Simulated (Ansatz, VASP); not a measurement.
AlN in VASP and in Ansatz

INCAR

```
SYSTEM = AlN
PREC = Accurate
ENCUT = 520
EDIFF = 1E-6
ISMEAR = 0
SIGMA = 0.05
LREAL = .False.
LASPH = .True.
NELM = 80
ALGO = Normal
ISIF = 2
LWAVE = .False.
LCHARG = .True.
GGA = CA
LELF = .True.
LVHAR = .True.
NBANDS = 16
```

Contents of KPOINTS:

```
Automatic mesh
0
Gamma
  9 9 6
  0 0 0
```

File POSCAR:

```
AlN
1.0
    3.0115238416      0.0000000000      0.0000000000
   -1.5057619208      2.6080561509      0.0000000000
    0.0000000000      0.0000000000      4.8201746025
Al N
2 2
Direct
    0.3365483715      0.6730967429      0.0015212672
    0.6634516285      0.3269032571      0.5015212672
    0.3304644511      0.6609289023      0.3834787328
    0.6695355489      0.3390710977      0.8834787328
```

Input for Ansatz:

```yaml
crystal:
  lattice:
    - [3.0115238416, 0.0, 0.0]
    - [-1.5057619208, 2.6080561509, 0.0]
    - [0.0, 0.0, 4.8201746025]
  atoms:
    - { symbol: Al, position: [0.3365483715, 0.6730967429, 0.0015212672] }
    - { symbol: Al, position: [0.6634516285, 0.3269032571, 0.5015212672] }
    - { symbol: "N", position: [0.3304644511, 0.6609289023, 0.3834787328] }
    - { symbol: "N", position: [0.6695355489, 0.3390710977, 0.8834787328] }
basis:
  ecutwfc: 520.0
kpoints:
  mp_grid: { grid: [9, 9, 6] }
hamiltonian:
  xc: lda
scf:
  occupations: { method: gaussian, width: 0.05 }
output:
  forces: true
  stress: true
  eigenvalues: true
```

Change from the starting cell: mode 5 frozen in at +0.017 Å, equal normal strain along x, y and z -0.0250.

Alike in both runs: task single point; functional LDA; k mesh 9 × 9 × 6; occupations gaussian, width 0.05 eV; no spin polarisation.

```csv
,VASP,Ansatz
version,VASP 6.6.1,Ansatz 0.2.0
potentials or method,"VASP PAW LDA potentials, release 64 (Al, N)","scalar-relativistic, plane waves, PAW"
plane-wave cutoff (eV),520,520
valence electrons in the cell,16,16
```

|  | VASP | Ansatz | Ansatz less VASP |
| --- | --- | --- | --- |
| gap on the k mesh at the Fermi level (eV) | 4.92 | 4.94 | +0.025 |
| least direct gap on the mesh (eV) | 5.12 | 5.11 | -0.007 |
| pressure (GPa) | 19.5 | 18.5 | -0.91 |
| largest component of the traceless stress (GPa) | 0.92 | 0.88 | -0.042 |
| rms of the force components (eV/Å) | 0.048 | 0.047 | -0.0001 |

Atom by atom the forces differ by 0.001 eV/Å (rms over components).

Caveats: so large a pressure means that the cell lies far from this level's equilibrium, or that cutoff or potentials fall short (VASP); an odd mesh through Γ misses points on the zone boundary, where band edges often lie.
